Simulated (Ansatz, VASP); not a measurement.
**One calculation of Sc, two programs**

```xyz
1
Lattice="0.0000 2.2877 2.2364 2.2877 0.0000 2.2364 2.2877 2.2877 0.0000" Properties=species:S:1:pos:R:3 pbc="T T T"
Sc    0.0000    0.0000    0.0000
```

Change from the starting cell: z stretched by -1.5 % at fixed volume.

Alike in both runs: task single point; functional PBE; k mesh 12 × 12 × 12; occupations fermi-dirac, width 0.03 eV; no spin polarisation.

|  | VASP | Ansatz |
| --- | --- | --- |
| version | VASP 6.6.1 | Ansatz 0.2.0 |
| potentials or method | VASP PAW PBE potentials, release 64 (Sc_sv), cutoff 520 eV | all-electron LAPW, scalar-relativistic |

|  | VASP | Ansatz | Ansatz less VASP |
| --- | --- | --- | --- |
| pressure (GPa) | 3.0 | 2.9 | -0.03 |
| largest component of the traceless stress (GPa) | 0.46 | 0.46 | -0.001 |

Ansatz ran all-electron here, so the differences hold the error of VASP's frozen core and of both bases.
